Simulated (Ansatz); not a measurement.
Reactions of C₇H₅FO, SMILES `O=C(F)c1ccccc1`.

Gas-phase electronic energies from Ansatz, PBE0-D4/def2-TZVP geometries. CCSD(T)/CBS is the MP2 limit (def2-TZVPP, def2-QZVPP) plus CCSD(T) − MP2 in def2-TZVPP, frozen cores. This one scheme is used for every species, atoms too. Functionals use def2-TZVPP. Open shells (•) are unrestricted, without spin–orbit coupling. Spin–orbit coupling would lower the free atoms: a little for C, F, O. One conformer a species, not always the lowest.

```tsv
reaction	ωB97X-V (kJ/mol)	HF/CBS(def2) (kJ/mol)	CCSD(T)/CBS(def2) (kJ/mol)
`O=C(F)c1ccccc1` + HCl → `Clc1ccccc1` + `O=CF`	60	65	60
`O=C(F)c1ccccc1` + H–F → `O=C(F)F` + benzene	36	20	52
`O=C(F)c1ccccc1` + H₂ → `O=CF` + benzene	-13	-37	-15
`O=C(F)c1ccccc1` + H₂ → `O=Cc1ccccc1` + H–F	-7	-23	-25
`O=C(F)c1ccccc1` → 7 C• + F• + 5 H• + O•	6945	5023	6915
`O=C(F)c1ccccc1` + acetone → `CC(=O)CC(=O)c1ccccc1` + H–F	32	52	12
`O=C(F)c1ccccc1` + ethane → `CCc1ccccc1` + `O=CF`	38	42	33
```

Largest T1 diagnostic: 0.016, for `O=CF`.
